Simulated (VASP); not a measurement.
# ZnS (F-43m) in VASP: settings compared, part 2 of 2

VASP 6.6.1. The steps go on from the part before.

## 3. Berry-phase polarisation, SCAN+D3

INCAR reads:

```
PREC = Accurate ; ENCUT = 500
EDIFF = 1E-6 ; ISMEAR = 0
SIGMA = 0.1 ; LREAL = False
LASPH = True ; NELM = 60
ALGO = Normal ; ISIF = 2
LWAVE = False ; LCHARG = False
METAGGA = SCAN ; LMIXTAU = True
IVDW = 11 ; LCALCPOL = True
```

KPOINTS reads:

```
Automatic mesh
0
Gamma
  9 9 9
```

POSCAR reads:

```
ZnS
1.0
    0.0000000000      2.7020000000      2.7020000000
    2.7020000000      0.0000000000      2.7020000000
    2.7020000000      2.7020000000      0.0000000000
Zn S
1 1
Direct
    0.7500000000      0.7500000000      0.7500000000
    0.0000000000      0.0000000000      0.0000000000
```

Potentials or basis: VASP PAW PBE potentials, release 64 (Zn, S).

Command:

```sh
$ cat potpaw_PBE.64/Zn/POTCAR potpaw_PBE.64/S/POTCAR > POTCAR
$ mpirun -np 1 vasp_std > vasp.out
```

OUTCAR:

```text
PREC = Accurate
   ENCUT = 500
   EDIFF = 1E-6
   ISMEAR = 0
   LREAL = False
   LASPH = True
   NELM = 60
   ISIF = 2
   METAGGA = SCAN
   IVDW = 11
 IVDW          = 11

 ion  position               nearest neighbor table
   1  0.750  0.750  0.750-   2 2.34   2 2.34   2 2.34   2 2.34
   2  0.000  0.000  0.000-   1 2.34   1 2.34   1 2.34   1 2.34

  LATTYP: Found a face centered cubic cell.
 ALAT       =     5.4040000000

  Lattice vectors:

 A1 = (   0.0000000000,   2.7020000000,   2.7020000000)
 A2 = (   2.7020000000,   0.0000000000,   2.7020000000)
 A3 = (   2.7020000000,   2.7020000000,   0.0000000000)

Analysis of symmetry for initial positions (statically):
=====================================================================
 Subroutine PRICEL returns:
 Original cell was already a primitive cell.

 Routine SETGRP: Setting up the symmetry group for a
 face centered cubic supercell.

 Subroutine GETGRP returns: Found 24 space group operations
 (whereof 24 operations were pure point group operations)
 out of a pool of 48 trial point group operations.

The static configuration has the point symmetry T_d .

Analysis of symmetry for dynamics (positions and initial velocities):
=====================================================================
 Subroutine PRICEL returns:
 Original cell was already a primitive cell.

 Routine SETGRP: Setting up the symmetry group for a
 face centered cubic supercell.

 Subroutine GETGRP returns: Found 24 space group operations
 (whereof 24 operations were pure point group operations)
 out of a pool of 48 trial point group operations.

The dynamic configuration has the point symmetry T_d .

 Subroutine INISYM returns: Found 24 space group operations
 (whereof 24 operations are pure point group operations),
 and found     1 'primitive' translations

----------------------------------------------------------------------------------------

                                     Primitive cell

  volume of cell :      39.4535

  direct lattice vectors                    reciprocal lattice vectors
     0.000000000  2.702000000  2.702000000    -0.185048113  0.185048113  0.185048113
     2.702000000  0.000000000  2.702000000     0.185048113 -0.185048113  0.185048113
[... 128 lines left out ...]
  ext. energy  EPLUGINS =         0.00000000
  ---------------------------------------------------
  free energy    TOTEN  =       -24.99580628 eV

  energy without entropy =      -24.99580628  energy(sigma->0) =      -24.99580628

 E-fermi :   2.2434     XC(G=0): -10.3039

 val. band max:        1.7960754781   @ k =   0.0000   0.0000   0.0000
 cond. band min:       4.4135119403   @ k =   0.0000   0.0000   0.0000
 fundamental gap:      2.6174364622
 Fermi energy:         2.2433584796

 k-point     1 :       0.0000    0.0000    0.0000
  band No.  band energies     occupation
      1     -11.8977      2.00000
      2      -4.7060      2.00000
      3      -4.7059      2.00000
      4      -4.7059      2.00000
      5      -4.1483      2.00000
      6      -4.1483      2.00000
      7       1.7960      2.00000
      8       1.7960      2.00000
      9       1.7961      2.00000
     10       4.4135      0.00000
     11       8.6788      0.00000
     12       8.6792      0.00000
     13       8.6792      0.00000
[... 354 lines left out ...]
  band No.  band energies     occupation
      1     -10.6834      2.00000
      2      -4.7012      2.00000
      3      -4.3600      2.00000
      4      -4.3600      2.00000
      5      -4.0732      2.00000
      6      -4.0053      2.00000
      7      -2.6640      2.00000
      8      -0.4267      2.00000
      9      -0.4267      2.00000
     10       5.5722      0.00000
     11       6.3129      0.00000
     12      13.2080      0.00000
     13      14.0941      0.00000

 [... further k-points ...]

------------------------ aborting loop because EDIFF is reached ----------------------------------------

            Ionic dipole moment: p[ion]=(   -16.21200   -16.21200   -16.21200 ) |e| Angst

 Total electronic dipole moment: p[elc]=(     2.70440     2.70440     2.70440 ) |e| Angst

 Edisp (eV)   -0.16596

 E6    (eV) :    -0.1660

 E8    (eV) :     0.0000

  FORCE on cell =-STRESS in cart. coord.  units (eV):
  Direction    XX          YY          ZZ          XY          YZ          ZX
  --------------------------------------------------------------------------------------
  -------------------------------------------------------------------------------------
  Total      -0.49801    -0.49801    -0.49801    -0.00000     0.00000     0.00000
  in kB     -20.22368   -20.22368   -20.22368    -0.00000     0.00000     0.00000
  external pressure =      -20.22 kB  Pullay stress =        0.00 kB

 VOLUME and BASIS-vectors are now :
 -----------------------------------------------------------------------------
  energy-cutoff  :      500.00
  volume of cell :       39.45
      direct lattice vectors                 reciprocal lattice vectors
     0.000000000  2.702000000  2.702000000    -0.185048113  0.185048113  0.185048113
     2.702000000  0.000000000  2.702000000     0.185048113 -0.185048113  0.185048113
     2.702000000  2.702000000  0.000000000     0.185048113  0.185048113 -0.185048113

 POSITION                                       TOTAL-FORCE (eV/Angst)
 -----------------------------------------------------------------------------------
      4.05300      4.05300      4.05300        -0.000000     -0.000000     -0.000000
      0.00000      0.00000      0.00000         0.000000      0.000000      0.000000
 -----------------------------------------------------------------------------------
    total drift:                               -0.000035     -0.000035     -0.000035

  FREE ENERGIE OF THE ION-ELECTRON SYSTEM (eV)
  ---------------------------------------------------
  free  energy   TOTEN  =       -25.1617669436 eV

  energy  without entropy=      -25.1617669436  energy(sigma->0) =      -25.16176694
```

stdout:

```text
POSCAR found type information on POSCAR ZnS
 POSCAR found :  2 types and       2 ions
 scaLAPACK will be used
 -----------------------------------------------------------------------------
|                                                                             |
|                                                                             |
|     You enforced a specific xc type in the INCAR file but a different       |
|     I HOPE YOU KNOW WHAT YOU ARE DOING!                                     |
|                                                                             |
 -----------------------------------------------------------------------------

 LDA part: xc-table for (None), standard interpolation
 POSCAR, INCAR and KPOINTS ok, starting setup
 FFT: planning ... GRIDC
 FFT: planning ... GRID_SOFT
 FFT: planning ... GRID
 WAVECAR not read
 entering main loop
 p_tot=( -0.135E+02 -0.135E+02 -0.135E+02 )
```

Run time: 2.5 min. Hardware: 1 thread of Intel Xeon Platinum 8375C at 2.90GHz (Ice Lake), shared host; peak memory 0.22 GiB.

Results:

```yaml
Dispersion_energy_per_atom: -0.083 eV
```

Dipole moments of the cell (e·Å, modulo the quantum): ionic -16.212, -16.212, -16.212; electronic 2.704, 2.704, 2.704

Caveat: the PAW data sets were made with another functional, which shifts forces and pressure a little.

## 4. Band structure, PBEsol

run.py reads:

```python
from ase import Atoms
from ase.calculators.vasp import Vasp
from ase.dft.bandgap import bandgap

atoms = Atoms(
    ['Zn', 'S'],
    cell=[[0.0, 2.702, 2.702], [2.702, 0.0, 2.702], [2.702, 2.702, 0.0]],
    scaled_positions=[[0.75, 0.75, 0.75], [0.0, 0.0, 0.0]],
    pbc=True,
)
calc = Vasp(
    directory='calc',
    xc='pbesol',
    pp='PBE',
    setups='recommended',
    prec='Accurate',
    encut=520,
    ediff=1e-06,
    ismear=0,
    sigma=0.01,
    lreal=False,
    lasph=True,
    nelm=80,
    algo='Normal',
    isif=2,
    lwave=False,
    lcharg=True,
    kpts=[9, 9, 9],
    gamma=True,
    nbands=16,
)
atoms.calc = calc

print('energy (eV):', atoms.get_potential_energy())
print('free energy (eV):', atoms.get_potential_energy(force_consistent=True))
efermi = calc.get_fermi_level()
print('Fermi level (eV):', efermi)
path = atoms.cell.bandpath(npoints=40, eps=1e-4)
print('path:', path.path)
calc.set(kpts=path.kpts, reciprocal=True, icharg=11, isym=0, lcharg=False)
calc.calculate(atoms)
print('gap on the path (eV):', bandgap(calc, efermi=efermi)[0])
print('direct gap on the path (eV):', bandgap(calc, efermi=efermi, direct=True)[0])
```

Potentials or basis: VASP PAW PBE potentials, release 64 (Zn, S).

Command:

```sh
$ python run.py
```

Standard output:

```text
energy (eV): -7.58376857
free energy (eV): -7.58376857
Fermi level (eV): 2.13625599
path: GXWKGLUWLK,UX
gap on the path (eV): 1.9781
direct gap on the path (eV): 1.9781
```

OUTCAR:

```text
ENCUT = 520.000000
   EDIFF = 1.00e-06
   GGA = PS
   PREC = Accurate
   ICHARG = 11
   ISIF = 2
   ISMEAR = 0
   ISYM = 0
   NELM = 80
   LASPH = .TRUE.
   LREAL = .FALSE.

 ion  position               nearest neighbor table
   1  0.750  0.750  0.750-   2 2.34   2 2.34   2 2.34   2 2.34
   2  0.000  0.000  0.000-   1 2.34   1 2.34   1 2.34   1 2.34

IMPORTANT INFORMATION: All symmetrisations will be switched off!
NOSYMM: (Re-)initialisation of all symmetry stuff for point group C_1.

----------------------------------------------------------------------------------------

                                     Primitive cell

  volume of cell :      39.4535

  direct lattice vectors                    reciprocal lattice vectors
     0.000000000  2.702000000  2.702000000    -0.185048113  0.185048113  0.185048113
     2.702000000  0.000000000  2.702000000     0.185048113 -0.185048113  0.185048113
     2.702000000  2.702000000  0.000000000     0.185048113  0.185048113 -0.185048113

  length of vectors
     3.821205046  3.821205046  3.821205046     0.320512733  0.320512733  0.320512733

  position of ions in fractional coordinates (direct lattice)
     0.750000000  0.750000000  0.750000000
     0.000000000  0.000000000  0.000000000

  ion indices of the primitive-cell ions
   primitive index   ion index
                 1           1
                 2           2

----------------------------------------------------------------------------------------

 KPOINTS: KPOINTS created by Atomic Simulation Env

Read explicit list of k-points.

 Found     40 k-points:

 Following reciprocal coordinates:
            Coordinates               Weight
  0.000000  0.000000  0.000000      0.025000
  0.100000  0.000000  0.100000      0.025000
  0.200000  0.000000  0.200000      0.025000
  0.300000  0.000000  0.300000      0.025000
  0.400000  0.000000  0.400000      0.025000
  0.500000  0.000000  0.500000      0.025000
[... 16 lines left out ...]
  0.593750  0.312500  0.593750      0.025000
  0.625000  0.250000  0.625000      0.025000
 [... further k-points ...]
   k-points           NKPTS =     40   k-points in BZ     NKDIM =     40   number of bands    NBANDS=     16
   number of dos      NEDOS =    301   number of ions     NIONS =      2
   total plane-waves  NPLWV =  21952
   dimension x,y,z NGX =    28 NGY =   28 NGZ =   28
   dimension x,y,z NGXF=    56 NGYF=   56 NGZF=   56
   ions per type =               1   1
   NGX,Y,Z   is equivalent  to a cutoff of  12.18, 12.18, 12.18 a.u.
   NGXF,Y,Z  is equivalent  to a cutoff of  24.36, 24.36, 24.36 a.u.
 SYSTEM =  unknown system
   PREC   = accura    normal or accurate (medium, high low for compatibility)
   ISTART =      0    job   : 0-new  1-cont  2-samecut
   ICHARG =     11    charge: 1-file 2-atom 10-const
   ISPIN  =      1    spin polarized calculation?
   LNONCOLLINEAR =      F non collinear calculations
   LSORBIT =      F    spin-orbit coupling
   LASPH  =      T    aspherical Exc in radial PAW
   ENCUT  =  520.0 eV  38.22 Ry    6.18 a.u.   7.10  7.10  7.10*2*pi/ulx,y,z
   NELM   =     80;   NELMIN=  2; NELMDL=  0     # of ELM steps
   EDIFF  = 0.1E-05   stopping-criterion for ELM
   LREAL  =      F    real-space projection
   EDIFFG = 0.1E-04   stopping-criterion for IOM
   NSW    =      0    number of steps for IOM
   IBRION =     -1    ionic relax: 0-MD 1-quasi-New 2-CG
   NFREE  =      0    steps in history (QN), initial steepest desc. (CG)
   ISIF   =      2    stress and relaxation
   ISYM   =      0    0-nonsym 1-usesym 2-fastsym
   POTIM  = 0.5000    time-step for ionic-motion
   TEBEG  =    0.0;   TEEND  =   0.0 temperature during run
   PSTRESS=    0.0 pullay stress
   NELECT =      18.0000    total number of electrons
   NUPDOWN=      -1.0000    fix difference up-down
   EMIN   =  10.00;   EMAX   =-10.00  energy-range for DOS
   EFERMI =   0.00;   METHOD = LEGACY
   ISMEAR =     0;   SIGMA  =   0.01  broadening in eV -4-tet -1-fermi 0-gaus
   EFERMI_NEDOS =   21; number of points for ismear=-14 and -15
   IALGO  =     38    algorithm
   IMIX   =      4    mixing-type and parameters
     AMIX     =   0.40;   BMIX     =  1.00
     AMIX_MAG =   1.60;   BMIX_MAG =  1.00
  volume/ion in A,a.u.               =      19.73       133.12
  Fermi-wavevector in a.u.,A,eV,Ry     =   1.260290  2.381602 21.610537  1.588330
  Thomas-Fermi vector in A             =   2.393807
   LORBIT       =      0    0 simple, 1 ext, 2 COOP (PROOUT), +10 PAW based schemes
   GGA     = PS    functional components
   LHFCALC =     F    Hartree Fock is set to
   AEXX    =    0.0000 exact exchange contribution
   IVDW    =     0    specifies the selected vdW correction
   LEPSILON=     F    determine dielectric tensor
   LRPA    =     F    only Hartree local field effects (RPA)
 non-spin polarized calculation
 Gauss-broadening in eV      SIGMA  =   0.01
  energy-cutoff  :      520.00
  volume of cell :       39.45
 maximum number of plane-waves:      1073

 number of electron      18.0000000 magnetization

 Free energy of the ion-electron system (eV)
  ---------------------------------------------------
  ext. energy  EPLUGINS =         0.00000000
  ---------------------------------------------------
  free energy    TOTEN  =        -6.85727917 eV

  energy without entropy =       -6.85727917  energy(sigma->0) =       -6.85727917

 E-fermi :   2.0708     XC(G=0):  -9.8498

 val. band max:        2.0126328640   @ k =   0.0000   0.0000   0.0000
 cond. band min:       3.9906928231   @ k =   0.0000   0.0000   0.0000
 fundamental gap:      1.9780599590
 Fermi energy:         2.0707790303

 k-point     1 :       0.0000    0.0000    0.0000
  band No.  band energies     occupation
      1     -11.1419      2.00000
      2      -4.3587      2.00000
      3      -4.3587      2.00000
      4      -4.3587      2.00000
      5      -3.8573      2.00000
      6      -3.8573      2.00000
[... 8 lines left out ...]
     15      13.7482      0.00000
     16      13.7482      0.00000
[... 419 lines left out ...]
 k-point    24 :       0.6250    0.2500    0.6250
  band No.  band energies     occupation
      1      -9.9023      2.00000
      2      -4.2815      2.00000
      3      -4.0756      2.00000
      4      -3.9650      2.00000
      5      -3.8223      2.00000
      6      -3.5104      2.00000
[... 8 lines left out ...]
     15      14.4364      0.00000
     16      17.7285      0.00000

 [... further k-points ...]

------------------------ aborting loop because EDIFF is reached ----------------------------------------

  FORCE on cell =-STRESS in cart. coord.  units (eV):
  Direction    XX          YY          ZZ          XY          YZ          ZX
  --------------------------------------------------------------------------------------
  -------------------------------------------------------------------------------------
  Total        0.6378264      1.0770347      1.7052163     -1.5933700     -1.0986798     -1.5790336
  in kB       25.9016269     43.7375289     69.2474889    -64.7054981    -44.6165210    -64.1233085
  external PRESSURE =      46.2955483 kB  Pullay stress =       0.0000000 kB

 VOLUME and BASIS-vectors are now :
 -----------------------------------------------------------------------------
  energy-cutoff  :      520.00
  volume of cell :       39.45
      direct lattice vectors                 reciprocal lattice vectors
     0.000000000  2.702000000  2.702000000    -0.185048113  0.185048113  0.185048113
     2.702000000  0.000000000  2.702000000     0.185048113 -0.185048113  0.185048113
     2.702000000  2.702000000  0.000000000     0.185048113  0.185048113 -0.185048113

 POSITION                                       TOTAL-FORCE (eV/Angst)
 -----------------------------------------------------------------------------------
      4.05300      4.05300      4.05300         0.523332      0.676330      0.781140
      0.00000      0.00000      0.00000        -0.523332     -0.676330     -0.781140
 -----------------------------------------------------------------------------------
    total drift:                               -0.047434     -0.072442     -0.091078

  FREE ENERGIE OF THE ION-ELECTRON SYSTEM (eV)
  ---------------------------------------------------
  free  energy   TOTEN  =        -6.8572791737 eV

  energy  without entropy=       -6.8572791737  energy(sigma->0) =       -6.85727917
```

INCAR:

```text
ENCUT = 520.000000
SIGMA = 0.010000
EDIFF = 1.00e-06
ALGO = Normal
GGA = PS
PREC = Accurate
ICHARG = 11
ISIF = 2
ISMEAR = 0
ISYM = 0
NBANDS = 16
NELM = 80
LASPH = .TRUE.
LCHARG = .FALSE.
LWAVE = .FALSE.
LREAL = .FALSE.
```

Wall time 42 s (1 thread of Intel Xeon Platinum 8375C at 2.90GHz (Ice Lake), shared host); peak memory 0.15 GiB.

Results:

```yaml
Band_gap_along_the_path: 1.98 eV, direct
```

Levels at the corners of the path, in eV from the Fermi level:
```tsv
point	band 5	band 6	band 7	band 8	band 9	band 10	band 11	band 12	band 13	band 14
Γ	-5.99	-5.99	-0.12	-0.12	-0.12	1.85	6.18	6.18	6.18	11.52
X	-5.92	-5.78	-4.73	-2.37	-2.37	3.12	3.84	10.71	11.75	11.75
W	-6.03	-5.59	-4.76	-2.93	-2.88	5.45	5.87	7.63	7.97	12.20
K	-5.96	-5.65	-4.80	-3.29	-1.95	3.87	5.76	9.14	9.59	10.39
Γ	-5.99	-5.99	-0.12	-0.12	-0.12	1.85	6.18	6.18	6.18	11.52
L	-5.96	-5.79	-5.49	-1.00	-1.00	3.07	6.71	6.71	8.58	11.83
U	-5.96	-5.65	-4.80	-3.29	-1.95	3.87	5.76	9.14	9.59	10.39
W	-6.03	-5.59	-4.76	-2.93	-2.88	5.45	5.87	7.63	7.97	12.20
L	-5.96	-5.79	-5.49	-1.00	-1.00	3.07	6.71	6.71	8.58	11.83
K	-5.96	-5.65	-4.80	-3.29	-1.95	3.87	5.76	9.14	9.59	10.39
U	-5.96	-5.65	-4.80	-3.29	-1.95	3.87	5.76	9.14	9.59	10.39
X	-5.92	-5.78	-4.73	-2.37	-2.37	3.12	3.84	10.71	11.75	11.75
```

Caveat: the log is that of the step along the path at fixed density, whose energy, stress, charges and moments have no meaning; the PAW data sets were made with another functional, which shifts forces and pressure a little.

## 5. The reference run

An earlier run on the cell as given: functional PBEsol; potentials or basis VASP PAW PBE potentials, release 64 (Zn, S); cutoff 520 eV; k mesh 9 × 9 × 9; occupations fermi-dirac, width 0.05 eV; no spin polarisation.

- Pressure: -1.8 GPa
- Band gap on the k mesh: 1.98 eV, direct

## 6. Overview

```csv
task,level,k mesh,cutoff (eV),smearing,ladder,gap on the mesh (eV)
band structure,TB-mBJ,10 × 10 × 10,520,gaussian 0.02 eV,gaps,3.70
Berry-phase polarisation,SCAN+D3,9 × 9 × 9,500,gaussian 0.1 eV,-,-
band structure,PBEsol,9 × 9 × 9,520,gaussian 0.01 eV,-,-
single point,PBEsol,9 × 9 × 9,520,fermi-dirac 0.05 eV,free,1.98
```

Alike in all rows: potentials or basis VASP PAW PBE potentials, release 64 (Zn, S); no spin polarisation; cell as given.

Caveats: the PAW data sets were made with another functional, which shifts forces and pressure a little.

Absolute energies hang on the potentials; compare differences alone.

## 7. Comparison with measurements

Step 2. Measured gap of ZnS: 3.85 eV (direct; 19 K; quoted in “Electronic, vibrational, and thermodynamic properties of ZnS (zincblende and rocksalt structure)”, 2009, arxiv:0911.5022). This calculation gives 3.70 eV (-0.15 eV). The value is that of TB-mBJ, without temperature or zero-point motion.

Step 4. Measured gap of ZnS: 3.85 eV (direct; 19 K; quoted in “Electronic, vibrational, and thermodynamic properties of ZnS (zincblende and rocksalt structure)”, 2009, arxiv:0911.5022). This calculation gives 1.98 eV (-1.87 eV). The value is that of PBEsol, without temperature or zero-point motion. Semilocal functionals fall short of measured gaps as a rule.
